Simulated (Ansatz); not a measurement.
# Sb (Im-3m) in Ansatz: settings compared

The runs below take Sb through relaxation of cell and atoms, with PBEsol, PBEsol+D3(BJ).

Program: Ansatz 0.2.0. These are calculated values, not measurements. Logs are shortened: lines on timing, memory, paths and dates and some standing lists are left out, and cuts for length are marked.

**1. The structure**

It takes space group Im-3m (No. 229, cubic). The conventional cell has a = 3.743 Å, b = 3.743 Å, c = 3.743 Å, α = 90.00°, β = 90.00°, γ = 90.00°. Around Sb (site symmetry m-3m) lie 8 Sb at 3.24 Å.

This isn't the form of Sb at room conditions, which is rhombohedral.

**2. Relaxation of cell and atoms, PBEsol**

Contents of input.yaml:

```yaml
crystal:
  lattice:
    - [-1.8713408863, 1.8713408863, 1.8713408863]
    - [1.8713408863, -1.8713408863, 1.8713408863]
    - [1.8713408863, 1.8713408863, -1.8713408863]
  atoms:
    - { symbol: Sb, position: [0.0, 0.0, 0.0] }
hamiltonian:
  xc: pbesol
  pseudopotentials: { kind: paw }
kpoints:
  mp_grid: { grid: [10, 10, 10] }
scf:
  occupations: { method: fermi_dirac, width: 0.05 }
output:
  forces: true
  stress: true
  eigenvalues: true
  write_density: true
  write_potential: true
  elf: true
  volumetric_format: npy
relax:
  f_tol: 0.01
  max_steps: 40
  cell: { stress_tol: 0.05 }
```

Potentials or basis: Ansatz PAW.

Launch:

```console
ansatz run input.yaml --threads 2 --pin off --max-ram 5632MiB --backend cpu --events-out ev --progress --plain --runs-dir out
```

The log of the run:

```text
Warning: RAYON_NUM_THREADS=2 ignored (pool sized by the plan → 2); use --threads N
Engine: ansatz 0.2.0, x86_64-unknown-linux-gnu
Pseudopotentials: kind: paw
Pseudopotential: Sb, paw, valence charge 15, recommended cutoff 420 eV (normal), Sb.paw.azcp
Functional definition: PBEsol
  exchange = pbesol_x
  correlation = pbesol_c
Crystal: 1 atoms, lattice volume = 26.213 Å³
Basis set: ecut = 420 eV, 531 PW (Γ), exchange–correlation on 48×48×48 points (8 copies of the dense FFT grid, shifted against one another)
Bands: 12, of which v1, the nominal top of the filled ones, is band 8 counted from 1 (7 counted from 0)
Symmetry: 48 space group operations
Space group: Im-3m (ITA 229), of the structure as read, at distance tolerance 3.0e-5 Å
k-points: 47 of 1000
Non-local potential: Sb, projectors of the file, l = 0: 2, l = 1: 2, l = 2: 2, l = 3: 2
PAW form: soft (Blöchl's): semilocal exchange-correlation on the pseudo side does not see the compensation charge
PAW frozen core: Sb, regenerated for the run's functional, and the local potential with it (the file was generated under x = pbe(κ = 0.804, μ = 0.2195149727645171), c = pbe(β = 0.06672455060314922))
PAW one-centre angular grid: Sb, 590 points (default); XC on 64 Gauss nodes
Initial density: superposition of atomic densities (neutral atoms: chi_scale 0, normalization atom), corrected by the library's trained network
Initial wavefunctions: pseudopotential atomic-orbital guess
Functional: x = pbesol(κ = 0.804, μ = 0.12345679012345678), c = pbesol(β = 0.046)
SCF iter   1: F=—  HF=-6407.897003 eV  |F-HF|=—  |Δ(HF+E_count)|=         —  Δρ=2.64e-3  dr2=6.78e-4  ethr=1.77e-3  ⟨swp⟩=5.8  Hψ=3336  notcnv=0
preconditioner: auto → Kerker (q_TF=auto, 2.486 Å⁻¹)  [metal: Δε(μ)=0.020 eV  Ē_g=12.658 eV  σ=0.050 eV  W_gap=0.10  n_scr=12 (ndim 8)  ℏωp=16.2 eV  f_vac=0.000  D(μ)=1.17/eV (n_scr^D=12)]
SCF iter   2: F=—  HF=-6407.896184 eV  |F-HF|=—  |Δ(HF+E_count)|=   8.18e-4  Δρ=1.62e-3  dr2=2.81e-4  ethr=4.52e-6  ⟨swp⟩=2.4  Hψ=1148  notcnv=0
SCF iter   3: F=—  HF=-6407.896140 eV  |F-HF|=—  |Δ(HF+E_count)|=   4.47e-5  Δρ=5.43e-4  dr2=4.36e-5  ethr=1.87e-6  ⟨swp⟩=2.0  Hψ=903  notcnv=0
SCF iter   4: F=—  HF=-6407.896098 eV  |F-HF|=—  |Δ(HF+E_count)|=   4.21e-5  Δρ=1.63e-4  dr2=4.59e-6  ethr=2.90e-7  ⟨swp⟩=2.0  Hψ=878  notcnv=0
SCF iter   5: F=—  HF=-6407.896093 eV  |F-HF|=—  |Δ(HF+E_count)|=   4.90e-6  Δρ=2.52e-5  dr2=1.09e-7  ethr=3.06e-8  ⟨swp⟩=2.0  Hψ=903  notcnv=0
SCF iter   6: F=-6407.896093 eV  HF=-6407.896093 eV  |F-HF|=2.95e-10  |Δ(HF+E_count)|=   4.59e-8  Δρ=2.66e-6  dr2=1.39e-9  ethr=6.67e-10  ⟨swp⟩=9.2  Hψ=3756  notcnv=0
SCF 1 converged in 6 iterations: F = -6407.896093 eV  dr2 = 1.39e-9
relax step   1: F+E_penalty+E_count = -6407.89609271 eV  Δ(F+E_penalty+E_count) = +0.000e0 eV  max|allowed force component| = 0.000e0 eV/Å  Δτ_max = 0.0000 Å  P = -0.012 GPa  Ω = 26.213 Å³  (6 SCF iters, dr2 threshold 1.00e-7 eV, accepted)
Initial density: handed on by an earlier stage of this run
Initial wavefunctions: pseudopotential atomic-orbital guess (no wavefunctions were taken with the density)
iter 1 solved again at ethr=1.57e-7 eV; its pass at ethr=3.10e-3 eV (dr2=2.35e-5 eV) is discarded
SCF iter   1: F=—  HF=-6407.896094 eV  |F-HF|=—  |Δ(HF+E_count)|=         —  Δρ=2.55e-6  dr2=1.32e-9  ethr=1.57e-7  ⟨swp⟩=3.0  Hψ=4753  notcnv=0
eigensolver tolerance schedule: the retry pair's looser diagonalisation over-reported the residual by 17776.23 of it (diagonalisation noise at 8.99 of the residual, at the tolerance the schedule requests for it); recorded, not acted on — ethr = c·dr2/N_el stays at c = 1.0e-1
SCF iter   2: F=—  HF=-6407.896093 eV  |F-HF|=—  |Δ(HF+E_count)|=   1.49e-6  Δρ=1.91e-6  dr2=7.45e-10  ethr=8.83e-12  ⟨swp⟩=3.1  Hψ=1072  notcnv=0
SCF iter   3: F=—  HF=-6407.896093 eV  |F-HF|=—  |Δ(HF+E_count)|=  4.46e-11  Δρ=9.34e-7  dr2=1.70e-10  ethr=4.97e-12  ⟨swp⟩=2.0  Hψ=914  notcnv=0
SCF iter   4: F=—  HF=-6407.896093 eV  |F-HF|=—  |Δ(HF+E_count)|=  6.09e-11  Δρ=2.51e-7  dr2=1.55e-11  ethr=1.13e-12  ⟨swp⟩=2.0  Hψ=895  notcnv=0
SCF iter   5: F=-6407.896093 eV  HF=-6407.896093 eV  |F-HF|=4.55e-12  |Δ(HF+E_count)|=  1.18e-11  Δρ=1.21e-7  dr2=4.73e-12  ethr=1.00e-12  ⟨swp⟩=5.7  Hψ=2330  notcnv=0
SCF 2 converged in 5 iterations: F = -6407.896093 eV  dr2 = 4.73e-12
relax step   2: F+E_penalty+E_count = -6407.89609271 eV  Δ(F+E_penalty+E_count) = -9.004e-11 eV  max|allowed force component| = 0.000e0 eV/Å  Δτ_max = 0.0000 Å  P = -0.012 GPa  Ω = 26.213 Å³  stress off target by 1.17e-2 GPa  SCF on the basis re-selected at this cell (its energy is not comparable with the rows above)  (5 SCF iters)
basis re-selected at this cell: Δ(F+E_penalty+E_count) = -9.004e-11 eV, ΔP = +0.000 GPa vs the last step (what re-selecting the basis moved, of the pressure what is left beyond the Pulay correction that the steps carried, after the strain that the cell walked since its last selection, with what the two solves' SCF thresholds leave and, on support functions, any second-order correction that the steps lacked; it is no measure of the basis error at this ecutwfc). This SCF's stress stands 1.17e-2 GPa from its target on what of the cell is left free (relax.cell.stress_tol is 5.00e-2 GPa) and its largest allowed force component is 0.00e0 eV/Å (relax.f_tol is 1.00e-2 eV/Å): within both
SCF converged after 5 iterations
Free energy (F): -6407.896093 eV
Harris-Foulkes:  -6407.896093 eV  (|F-HF|=4.55e-12)
Internal energy: -6407.887111 eV  (E = F + TS)
E sigma→0 (E₀):  -6407.891602 eV
Entropy (-TS):   -0.008982 eV (-8.982 meV/atom)
Fermi energy:    11.875363 eV
--- Per-component energies (eV) ---
  E_band       = -139.452044
  E_kinetic    = 207.501906
  E_local      = -1413.864249  (includes V_loc(G=0)·N_el)
  E_nonlocal   = 363.491757
  E_hartree    = 646.547147
  E_xc         = -137.874845
  E_vxc        = -97.091838  (∫ρ·V_xc dr)
  E_paw        = -4498.836522  (= ΣΔE_a)
  E_vpaw       = -492.584019  (= ΣTr[D̂ρ^β])
  E_aug_tail   = -0.000002  (compensation charges beyond the density's cutoff)
  E_ewald      = -1575.184159
  E_core_change = 0.331857  (= ΣΔE_core)
  E_smearing   = -0.008982  (= −TS)
  E_closure    = -0.000000  (closes the sum)
  Σ components = -6407.896093   (vs F -6407.896093, Δ=0.00e0)
--- Forces (eV/Å), atoms counted from 1 ---
  atom   1  Sb     0.00000000     0.00000000     0.00000000
  max |Σ_I F_I| component: 6.57e-31 eV/Å
--- Stress (GPa, compression-positive) ---
       -0.011721       0.000000      -0.000000
        0.000000      -0.011721       0.000000
        0.000000       0.000000      -0.011721
  P = ⅓ Tr σ = -0.0117 GPa (-0.117 kbar)
--- Band table (eV; the first three rows and the last of 47) ---
  k-point 0: bands = ["-17.2746", "-17.2746", "-17.2746", "-17.1965", "-17.1965", "-1.1796", "17.5795", "17.5795", "17.5795", "23.2932", "23.2932", "23.2932"]
  k-point 1: bands = ["-17.2768", "-17.2704", "-17.2624", "-17.1991", "-17.1970", "-0.9646", "16.0178", "16.9147", "17.3889", "21.5900", "21.8451", "23.1435"]
  k-point 2: bands = ["-17.2825", "-17.2607", "-17.2302", "-17.2046", "-17.1984", "-0.3231", "13.0652", "15.6829", "16.8856", "20.1711", "20.6151", "23.1131"]
  k-point 46: bands = ["-17.2774", "-17.2774", "-17.1567", "-17.1567", "-17.1567", "6.3928", "9.8371", "9.8371", "9.8371", "14.8085", "14.8085", "29.2083"]
--- Relaxed structure (1 steps of the walk, 1 accepted, 1 SCFs on fresh bases) ---
  F+E_penalty+E_count = -6407.89609271 eV   max|allowed force component| = 0.000e0 eV/Å   (the final SCF, on the basis selected at the relaxed cell)
  cell:  # Å, volume = 26.2131 Å³
    - [-1.8713408863, 1.8713408863, 1.8713408863]
    - [1.8713408863, -1.8713408863, 1.8713408863]
    - [1.8713408863, 1.8713408863, -1.8713408863]
  atoms:
    - { symbol: Sb, position: [0.0, 0.0, 0.0] }
```

Run time: 1.2 s. Hardware: 2 threads of Intel Xeon Platinum 8488C (Sapphire Rapids), shared host; peak memory 0.35 GiB.

Results:

```yaml
Free_energy: -6407.8961 eV
Energy_gained_by_relaxing: 0.0 meV/atom
Ionic_steps: 2
Pressure_after_relaxing: 0.0 GPa
Band_gap_on_the_k_mesh: none (metal or under the smearing width)
```

Final structure:
```yaml
crystal:
  lattice:
    - [-1.87134, 1.87134, 1.87134]
    - [1.87134, -1.87134, 1.87134]
    - [1.87134, 1.87134, -1.87134]
  atoms:
    - { symbol: Sb, position: [0.00000, 0.00000, 0.00000] }
```

Levels at points of the mesh, in eV from the Fermi level:
```
              k point  band 6  band 7  band 8  band 9  band 10  band 11
   (0.00, 0.00, 0.00)  -13.05    5.70    5.70    5.70    11.42    11.42
  (0.00, 0.00, -0.50)   -8.85   -5.75    1.76    3.83     6.61     7.17
(-0.50, -0.50, -0.50)   -5.48   -2.04   -2.04   -2.04     2.93     2.93
```

Caveat: the plane-wave basis is chosen anew once the cell has moved, so the energies of steps on either side of that aren't comparable; the PAW data sets come from PBE, with cores solved anew for the run's functional, which leaves a small shift of forces and pressure. Spin-orbit coupling is left out, which matters for the levels of Sb.

**3. Relaxation of cell and atoms, PBEsol+D3(BJ)**

Edit input.yaml of step 2 so:

```diff
@@ -10,2 +10,3 @@
   pseudopotentials: { kind: paw }
+  dispersion: d3bj
 kpoints:
```

Potentials or basis: Ansatz PAW.

Launch:

```console
ansatz run input.yaml --threads 2 --pin off --max-ram 5632MiB --backend cpu --events-out ev --progress --plain --runs-dir out
```

It took 2.4 s on 2 threads of Intel Xeon Platinum 8488C (Sapphire Rapids), shared host; peak memory 0.36 GiB.

Results (log left out):

* Free energy: -6408.4309 eV
* Relaxed volume: 24.93 Å³/atom
* Relaxed cell: a = 3.188 Å, b = 3.188 Å, c = 3.188 Å, α = 109.47°, β = 109.47°, γ = 109.47°
* Space group after relaxing (to 0.05 Å): Im-3m (No. 229)
* Energy gained by relaxing: 14.0 meV/atom
* Ionic steps: 5
* Pressure after relaxing: 0.0 GPa
* Band gap on the k mesh: none (metal or under the smearing width)

Step by step:
```csv
step,energy change (eV),largest force (eV/Å),volume (Å³)
1,0.0000,0.0000,26.21
2,-0.0114,0.0000,24.37
3,-0.0143,0.0000,24.98
4,-0.0144,0.0000,24.93
5,-0.0140,0.0000,24.93
```

Final structure:
```xyz
1
Lattice="-1.8404 1.8404 1.8404 1.8404 -1.8404 1.8404 1.8404 1.8404 -1.8404" Properties=species:S:1:pos:R:3 pbc="T T T"
Sb    0.0000    0.0000    0.0000
```

Levels at points of the mesh, in eV from the Fermi level:
```tsv
k point	band 4	band 5	band 6	band 7	band 8	band 9	band 10	band 11	band 12
(0.00, 0.00, 0.00)	-29.09	-29.09	-13.47	6.11	6.11	6.11	11.69	11.69	11.69
(0.00, 0.00, -0.50)	-29.10	-29.03	-8.94	-6.07	1.88	3.99	6.81	7.25	14.16
(-0.50, -0.50, -0.50)	-29.04	-29.04	-5.24	-2.16	-2.16	-2.16	2.83	2.83	17.51
```

Caveat: the plane-wave basis is chosen anew once the cell has moved, so the energies of steps on either side of that aren't comparable; pairwise dispersion overbinds metals, which lowers pressure and volume; the PAW data sets come from PBE, with cores solved anew for the run's functional, which leaves a small shift of forces and pressure. Spin-orbit coupling is left out, which matters for the levels of Sb.
